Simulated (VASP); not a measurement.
# TiC (Fm-3m) in VASP: a series of runs

The runs below take TiC through relaxation of cell and atoms, with PBE.

Program: VASP 6.6.1. These are calculated values, not measurements. Logs are shortened: lines on timing, memory, paths and dates and some standing lists are left out, and cuts for length are marked.

## Step 1: Starting point

The structure is cubic, space group Fm-3m (No. 225). Conventional cell: a = 4.319 Å, b = 4.319 Å, c = 4.319 Å, α = 90.00°, β = 90.00°, γ = 90.00°. Ti (site symmetry m-3m) has 6 C at 2.16 Å as nearest neighbours. Around C (site symmetry m-3m) lie 6 Ti at 2.16 Å.

## Step 2: Relaxation of cell and atoms, PBE

INCAR reads:

```
PREC = Accurate
ENCUT = 520
EDIFF = 1E-7
ISMEAR = 0
SIGMA = 0.1
LREAL = F
LASPH = T
NELM = 80
ALGO = Normal
ISIF = 3
LWAVE = F
LCHARG = F
GGA = PE
IBRION = 2
NSW = 80
EDIFFG = -0.002
```

KPOINTS reads:

```
Automatic mesh
0
Gamma
  24 24 24
```

POSCAR reads:

```
TiC
1.0
    0.0000000000      2.1593000000      2.1593000000
    2.1593000000      0.0000000000      2.1593000000
    2.1593000000      2.1593000000      0.0000000000
Ti C
1 1
Direct
    0.0000000000      0.0000000000      0.0000000000
    0.5000000000      0.5000000000      0.5000000000
```

Potentials or basis: VASP PAW PBE potentials, release 64 (Ti_sv, C).

Launch:

```
$ cat potpaw_PBE.64/Ti_sv/POTCAR potpaw_PBE.64/C/POTCAR > POTCAR
$ mpirun -np 1 vasp_std > vasp.out
```

OUTCAR:

```text
PREC = Accurate
   ENCUT = 520
   EDIFF = 1E-7
   ISMEAR = 0
   LREAL = F
   LASPH = T
   NELM = 80
   ISIF = 3
   GGA = PE
   IBRION = 2
   NSW = 80
   EDIFFG = -0.002

 ion  position               nearest neighbor table
   1  0.000  0.000  0.000-   2 2.16   2 2.16   2 2.16   2 2.16   2 2.16   2 2.16
   2  0.500  0.500  0.500-   1 2.16   1 2.16   1 2.16   1 2.16   1 2.16   1 2.16

  LATTYP: Found a face centered cubic cell.
 ALAT       =     4.3186000000

  Lattice vectors:

 A1 = (   0.0000000000,   2.1593000000,   2.1593000000)
 A2 = (   2.1593000000,   0.0000000000,   2.1593000000)
 A3 = (   2.1593000000,   2.1593000000,   0.0000000000)

Analysis of symmetry for initial positions (statically):
=====================================================================
 Subroutine PRICEL returns:
 Original cell was already a primitive cell.

 Routine SETGRP: Setting up the symmetry group for a
 face centered cubic supercell.

 Subroutine GETGRP returns: Found 48 space group operations
 (whereof 48 operations were pure point group operations)
 out of a pool of 48 trial point group operations.

The static configuration has the point symmetry O_h .

Analysis of symmetry for dynamics (positions and initial velocities):
=====================================================================
 Subroutine PRICEL returns:
 Original cell was already a primitive cell.

 Routine SETGRP: Setting up the symmetry group for a
 face centered cubic supercell.

 Subroutine GETGRP returns: Found 48 space group operations
 (whereof 48 operations were pure point group operations)
 out of a pool of 48 trial point group operations.

The dynamic configuration has the point symmetry O_h .

 Subroutine INISYM returns: Found 48 space group operations
 (whereof 48 operations are pure point group operations),
 and found     1 'primitive' translations

----------------------------------------------------------------------------------------

                                     Primitive cell

  volume of cell :      20.1358

  direct lattice vectors                    reciprocal lattice vectors
     0.000000000  2.159300000  2.159300000    -0.231556523  0.231556523  0.231556523
     2.159300000  0.000000000  2.159300000     0.231556523 -0.231556523  0.231556523
     2.159300000  2.159300000  0.000000000     0.231556523  0.231556523 -0.231556523

  length of vectors
     3.053711345  3.053711345  3.053711345     0.401067663  0.401067663  0.401067663

[... 103 lines left out ...]
  Thomas-Fermi vector in A             =   2.625728
   LORBIT       =      0    0 simple, 1 ext, 2 COOP (PROOUT), +10 PAW based schemes
   GGA     = PE    functional components
   LHFCALC =     F    Hartree Fock is set to
   AEXX    =    0.0000 exact exchange contribution
   IVDW    =     0    specifies the selected vdW correction
   LEPSILON=     F    determine dielectric tensor
   LRPA    =     F    only Hartree local field effects (RPA)
 conjugate gradient relaxation of ions
 non-spin polarized calculation
 Gauss-broadening in eV      SIGMA  =   0.10
  energy-cutoff  :      520.00
  volume of cell :       20.14
 maximum number of plane-waves:       560
   NGX = 11   NGY = 11   NGZ = 11

--------------------------------------- Ionic step        1  -------------------------------------------

 number of electron      16.0000002 magnetization

 Free energy of the ion-electron system (eV)
  ---------------------------------------------------
  ext. energy  EPLUGINS =         0.00000000
  ---------------------------------------------------
  free energy    TOTEN  =       -18.70806695 eV

  energy without entropy =      -18.70644102  energy(sigma->0) =      -18.70725399

------------------------ aborting loop because EDIFF is reached ----------------------------------------

  FORCE on cell =-STRESS in cart. coord.  units (eV):
  Direction    XX          YY          ZZ          XY          YZ          ZX
  --------------------------------------------------------------------------------------
  -------------------------------------------------------------------------------------
  Total        0.3450909      0.3450909      0.3450909      0.0000000     -0.0000000      0.0000000
  in kB       27.4583965     27.4583965     27.4583965      0.0000000     -0.0000000      0.0000000
  external PRESSURE =      27.4583965 kB  Pullay stress =       0.0000000 kB
[... 59 lines left out ...]
--------------------------------------- Ionic step        3  -------------------------------------------

 number of electron      16.0000000 magnetization

 Free energy of the ion-electron system (eV)
  ---------------------------------------------------
  ext. energy  EPLUGINS =         0.00000000
  ---------------------------------------------------
  free energy    TOTEN  =       -18.70993070 eV

  energy without entropy =      -18.70829240  energy(sigma->0) =      -18.70911155

 E-fermi :   9.3940     XC(G=0): -12.6878

 val. band max:        9.3864464840   @ k =   0.1250   0.1250   0.0000
 cond. band min:       9.3960002876   @ k =   0.1667   0.1667   0.0000
 fundamental gap:      0.0095538036
 Fermi energy:         9.3940415995

 k-point     1 :       0.0000    0.0000    0.0000
  band No.  band energies     occupation
      1     -47.2059      2.00000
      2     -23.2309      2.00000
      3     -23.2309      2.00000
      4     -23.2309      2.00000
      5      -2.9980      2.00000
      6      10.0819      0.00000
      7      10.0819      0.00000
      8      10.0819      0.00000
      9      11.0648      0.00000
     10      11.0648      0.00000
     11      11.0648      0.00000
     12      11.0976      0.00000
[... 331 lines left out ...]
 k-point    24 :       0.4583    0.0417    0.0000
  band No.  band energies     occupation
      1     -47.1354      2.00000
      2     -23.7059      2.00000
      3     -23.2810      2.00000
      4     -23.2807      2.00000
      5       0.2478      2.00000
      6       3.8531      2.00000
      7       6.5327      2.00000
      8       6.6095      2.00000
      9      12.1281      0.00000
     10      12.2742      0.00000
     11      13.3395      0.00000
     12      17.1888      0.00000

 [... further k-points ...]

------------------------ aborting loop because EDIFF is reached ----------------------------------------

  FORCE on cell =-STRESS in cart. coord.  units (eV):
  Direction    XX          YY          ZZ          XY          YZ          ZX
  --------------------------------------------------------------------------------------
  -------------------------------------------------------------------------------------
  Total       -0.0006718     -0.0006718     -0.0006718      0.0000000     -0.0000000     -0.0000000
  in kB       -0.0528784     -0.0528784     -0.0528784      0.0000000     -0.0000000     -0.0000000
  external PRESSURE =      -0.0528784 kB  Pullay stress =       0.0000000 kB
[... 17 lines left out ...]
  FREE ENERGIE OF THE ION-ELECTRON SYSTEM (eV)
  ---------------------------------------------------
  free  energy   TOTEN  =       -18.7099307022 eV

  energy  without entropy=      -18.7082923952  energy(sigma->0) =      -18.70911155

 reached required accuracy - stopping structural energy minimisation
```

OSZICAR:

```text
N       E                     dE             d eps       ncg     rms          rms(c)
DAV:   1     0.118344350403E+03    0.11834E+03   -0.84437E+03  9916   0.159E+03
DAV:   2    -0.141789719656E+02   -0.13252E+03   -0.12606E+03 10328   0.383E+02
DAV:   3    -0.237961807091E+02   -0.96172E+01   -0.92215E+01 12980   0.980E+01
[... 34 lines left out ...]
DAV:   7    -0.187099294084E+02   -0.43406E-04   -0.59263E-05 11512   0.765E-02    0.465E-03
DAV:   8    -0.187099300462E+02   -0.63785E-06   -0.11668E-05 13460   0.263E-02    0.329E-03
DAV:   9    -0.187099305315E+02   -0.48526E-06   -0.66382E-07 10512   0.764E-03    0.831E-04
DAV:  10    -0.187099306767E+02   -0.14520E-06   -0.20924E-07  9824   0.287E-03    0.306E-04
DAV:  11    -0.187099307022E+02   -0.25531E-07   -0.16441E-08  5248   0.119E-03
   3 F= -.18709931E+02 E0= -.18709112E+02  d E =-.186375E-02
```

Run time: 80 s. Hardware: 1 thread of Intel Xeon 6975P-C (Granite Rapids), shared host; peak memory 0.24 GiB.

Results:

```yaml
Free_energy: -18.7099 eV
Relaxed_volume: 10.18 Å³/atom
Relaxed_cell: a = 3.065 Å, b = 3.065 Å, c = 3.065 Å, α = 60.00°, β = 60.00°, γ = 60.00°
Space_group_after_relaxing_to_0.05_Å: Fm-3m (No. 225)
Energy_gained_by_relaxing: 0.9 meV/atom
Ionic_steps: 3
Pressure_after_relaxing: 0.0 GPa
Band_gap_on_the_k_mesh: none (metal or under the smearing width)
```

The path:
```
step  energy change (eV)  largest force (eV/Å)  pressure (GPa)  volume (Å³)
   1              0.0000                0.0000            2.75        20.14
   2              0.0012                0.0000           -3.40        20.64
   3             -0.0019                0.0000           -0.01        20.36
```

Final structure:
```
Ti C
1.0
     0.00000    2.16712    2.16712
     2.16712    0.00000    2.16712
     2.16712    2.16712    0.00000
Ti C
1 1
Direct
  0.00000 0.00000 0.00000
  0.50000 0.50000 0.50000
```

Levels at points of the mesh, in eV from the Fermi level:
| k point | band 5 | band 6 | band 7 | band 8 | band 9 | band 10 | band 11 | band 12 |
| --- | --- | --- | --- | --- | --- | --- | --- | --- |
| (0.00, 0.00, 0.00) | -12.39 | 0.69 | 0.69 | 0.69 | 1.67 | 1.67 | 1.67 | 1.70 |
| (0.50, 0.00, 0.00) | -8.92 | -5.83 | -2.89 | -2.89 | 2.90 | 2.90 | 4.08 | 8.13 |
| (0.50, 0.50, 0.00) | -10.11 | -3.43 | -1.61 | -0.04 | -0.04 | 2.69 | 3.50 | 3.50 |

## Step 3: Relaxation of cell and atoms, PBE

This run uses another cell than the first one, of 10.18 Å³/atom, 1.011 times its volume.

INCAR is that of step 2.

KPOINTS is that of step 2.

POSCAR reads:

```
TiC                                     
1.0
    0.0000000000      2.1671204719      2.1671204719
    2.1671204719      0.0000000000      2.1671204719
    2.1671204719      2.1671204719      0.0000000000
  Ti              C             
     1     1
Direct
     0.0000000000000000    0.0000000000000000    0.0000000000000000
     0.5000000000000000    0.5000000000000000    0.5000000000000000
```

Potentials or basis: VASP PAW PBE potentials, release 64 (Ti_sv, C).

Launch:

```
$ cat potpaw_PBE.64/Ti_sv/POTCAR potpaw_PBE.64/C/POTCAR > POTCAR
$ mpirun -np 1 vasp_std > vasp.out
```

Wall time 32 s (1 thread of Intel Xeon 6975P-C (Granite Rapids), shared host); peak memory 0.23 GiB.

It converged, with:

```yaml
Free_energy: -18.7101 eV
Pressure_after_relaxing: 0.0 GPa
Band_gap_on_the_k_mesh: none (metal or under the smearing width)
```

Final structure:
```cif
data_structure
_symmetry_space_group_name_H-M 'P 1'
_symmetry_Int_Tables_number 1
_cell_length_a 3.0648
_cell_length_b 3.0648
_cell_length_c 3.0648
_cell_angle_alpha 60.000
_cell_angle_beta 60.000
_cell_angle_gamma 60.000
_cell_volume 20.36
loop_
_atom_site_label
_atom_site_type_symbol
_atom_site_fract_x
_atom_site_fract_y
_atom_site_fract_z
_atom_site_occupancy
Ti1 Ti 0.00000 0.00000 0.00000 1
C1 C 0.50000 0.50000 0.50000 1
```

Levels at points of the mesh, in eV from the Fermi level:
```tsv
k point	band 6	band 7	band 8	band 9	band 10	band 11
(0.00, 0.00, 0.00)	0.69	0.69	0.69	1.67	1.67	1.67
(0.50, 0.00, 0.00)	-5.83	-2.89	-2.89	2.90	2.90	4.08
(0.50, 0.50, 0.00)	-3.43	-1.61	-0.04	-0.04	2.69	3.50
```

Caveat: the relaxation stopped at its first step, so nothing moved.
